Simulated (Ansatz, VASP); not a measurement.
# SiC: VASP beside Ansatz, part 2 of 2

Aim: how closely do two programs agree when they are given the same cell, functional and k mesh? The cell is a member of a volume series, scaled by 0.92 from a relaxed one, so a pressure remains.

VASP 6.6.1 and Ansatz 0.2.0.

So far. Step 5 (Ansatz: single point, LDA, volume scaled by 0.98): The run ends at a pressure of 4.46 GPa.

**9. VASP: single point, LDA, volume scaled by 0.9**

Level of this step: LDA; plane waves and PAW (Si, C) (VASP).

With cell and atoms fixed, the geometry can't cause a difference; cores, projectors, grids and the points listed under the comparison can. The cell compared in this pair holds 18.28 Å³, against 19.91 Å³ for the pair before.

The input asks for a relaxation, which ended at its first step since no free force or stress exceeded the threshold; so it serves as a single point.

INCAR

```
SYSTEM = SiC
PREC = Accurate
ENCUT = 560
EDIFF = 1E-07
NELM = 100
ISMEAR = 0
SIGMA = 0.03
LREAL = .FALSE.
ALGO = Normal
GGA = CA
NBANDS = 10
LORBIT = 11
LWAVE = .FALSE.
LCHARG = .FALSE.
KPAR = 4
IBRION = 2
NSW = 50
ISIF = 4
EDIFFG = -0.003
```

POSCAR

```
SiC
1.0
    0.0000000000      2.0908478072      2.0908478072
    2.0908478072      0.0000000000      2.0908478072
    2.0908478072      2.0908478072      0.0000000000
Si C
1 1
Direct
    0.0000000000      0.0000000000      0.0000000000
    0.7500000000      0.7500000000      0.7500000000
```

KPOINTS

```
Automatic mesh
0
Gamma
8 8 8
0 0 0
```

PAW data sets: Si and C (LDA family, release 64).

On the command line:

```bash
$ mpirun -np 4 vasp_std
```

Numbers of over 12 decimals in the logs are rounded to 6 here.

Log:

```text
[... set-up lines as in an earlier step ...]
 entering main loop
       N       E                     dE             d eps       ncg     rms          rms(c)
DAV:   1     0.444269340615E+01    0.44427E+01   -0.43560E+03   604   0.742E+02
DAV:   2    -0.182707214881E+02   -0.22713E+02   -0.21623E+02   764   0.122E+02
DAV:   3    -0.189109933137E+02   -0.64027E+00   -0.63893E+00   686   0.180E+01
DAV:   4    -0.189135691223E+02   -0.25758E-02   -0.25757E-02   660   0.145E+00
[...]
DAV:  11    -0.164686642117E+02   -0.44226E-06   -0.14882E-06   712   0.955E-03    0.153E-02
DAV:  12    -0.164686639982E+02    0.21356E-06   -0.62017E-07   600   0.411E-03    0.997E-04
DAV:  13    -0.164686640003E+02   -0.21053E-08   -0.28767E-08   308   0.120E-03
   1 F= -.16468664E+02 E0= -.16468664E+02  d E =-.164687E+02
[...]
reached required accuracy - stopping structural energy minimisation
```

From OUTCAR (step 9):

```text
  Total        3.3615254      3.3615254      3.3615254      0.0000000     -0.0000000      0.0000000
  in kB      294.6115170    294.6115170    294.6115170      0.0000000     -0.0000000      0.0000000
  external PRESSURE =     294.6115170 kB  Pullay stress =       0.0000000 kB

 POSITION                                       TOTAL-FORCE (eV/Angst)
 -----------------------------------------------------------------------------------
      0.00000      0.00000      0.00000        -0.000000     -0.000000      0.000000
      3.13627      3.13627      3.13627         0.000000      0.000000     -0.000000
 -----------------------------------------------------------------------------------
    total drift:                               -0.000000     -0.000000     -0.000000

  FREE ENERGIE OF THE ION-ELECTRON SYSTEM (eV)
  ---------------------------------------------------
  free  energy   TOTEN  =       -16.4686640003 eV

  energy  without entropy=      -16.4686640003  energy(sigma->0) =      -16.46866400

[... 2 parts as in an earlier step ...]

[... 2 further parts left out ...]
[key lines of the parts left out:]
E-fermi :   9.6862
```

**10. Ansatz: single point, LDA, volume scaled by 0.9**

The same cell, functional (in two slightly different forms), mesh and smearing now go to Ansatz, which takes its cutoff from its data sets.

The cell is a member of a volume series, scaled by 0.9 from a relaxed one, so a pressure remains.

input.yaml

```yaml
crystal:
  lattice:
    - [0.0, 2.09084781, 2.09084781]
    - [2.09084781, 0.0, 2.09084781]
    - [2.09084781, 2.09084781, 0.0]
  atoms:
    - { symbol: Si, position: [0.0, 0.0, 0.0] }
    - { symbol: C, position: [0.75, 0.75, 0.75] }
hamiltonian:
  xc: lda
  pseudopotentials: { kind: paw }
kpoints:
  mp_grid: { grid: [8, 8, 8] }
scf:
  occupations: { method: gaussian, width: 0.03 }
  n_extra_bands: 4
output:
  forces: true
  stress: true
  eigenvalues: true
```

On the command line:

```bash
$ ansatz run input.yaml --threads 2 --pin off --max-ram 4608MiB --backend cpu --events-out ev --progress --plain --runs-dir out
```

Log:

```text
[...]
Crystal: 2 atoms, lattice volume = 18.281 Å³
Basis set: ecut = 420 eV, 339 PW (Γ)
Bands: 8, of which v1, the nominal top of the filled ones, is band 4 counted from 1 (3 counted from 0)
Symmetry: 24 space group operations
[...]
k-points: 29 of 512 (time reversal used)
[...]
Free energy (F): -852.032438 eV
[...]
Internal energy: -852.032438 eV  (E = F + TS)
E sigma→0 (E₀):  -852.032438 eV
Fermi energy:    11.472294 eV
[...]
--- Stress (GPa, compression-positive) ---
       29.093911       0.000000      -0.000000
       -0.000000      29.093911       0.000000
       -0.000000       0.000000      29.093911
  P = ⅓ Tr σ = 29.0939 GPa (290.939 kbar)
--- Band table (eV; the first three rows and the last of 29) ---
[...]
[key lines of the parts left out:]
SCF converged after 6 iterations
```

Run time: 0.78 s. Hardware: 2 threads of Arm Neoverse N1, shared host; peak memory 0.24 GiB; 1.2 s of CPU time.

The run ends at a pressure of 29.09 GPa.

**11. Side by side**

Compared:

```tsv
quantity	Ansatz	VASP	difference
pressure (GPa)	29.09	29.46	-0.37
pressure without Ansatz's Pulay correction (GPa)	28.69	29.46	-0.77
gap on the k mesh (eV)	1.203	1.189	+0.014
```

A gap on the mesh is an upper bound, since the band edges may lie between its points. Ansatz's pressure holds a Pulay correction of 0.40 GPa; VASP's holds none.

**12. Further runs**

Further runs change the set-up of one program: Ansatz's method, potentials or start, or VASP's data sets, cutoff or form of LDA. The table gives Ansatz less VASP for each quantity, since a change that brings one quantity closer may part another.

```tsv
run	pressure (GPa)	gap on the k mesh (eV)
as above	-0.37	0.014
Ansatz's all-electron LAPW method	-0.45	0.014
```

**13. Summary of results**

```
difference in gap on the k mesh (single point, LDA, volume scaled by 0.92) : 0.013 eV
difference in gap on the k mesh (single point, LDA, volume scaled by 0.98) : 0.013 eV
difference in gap on the k mesh (single point, LDA, volume scaled by 0.9)  : 0.014 eV
```

**Reading.** The difference in gap on the k mesh is 0.014 eV (single point, LDA, volume scaled by 0.9), within the 0.08 eV picked in this series as the mark of a large difference. For single point, LDA, volume scaled by 0.98, no further run moves any of the tabulated differences by more than a quarter of its size. For single point, LDA, volume scaled by 0.9, no further run moves any of the tabulated differences by more than a quarter of its size. Such differences can come from data sets, numerical settings and the points named under the comparisons, not from the functional's error against experiment.

[Lines on the potential files, build, host, timing and source positions are cut from VASP's logs without a mark.]

[Logs are printed without paths, hosts, clocks, repeated set-up lines and the standing remarks that a program may print on its own settings, such as how far it seeks lower states.]

[Hosts, paths, dates, database ids (printed as entryN), source tags and the programs' standing remarks are cut or masked in the printed files.]
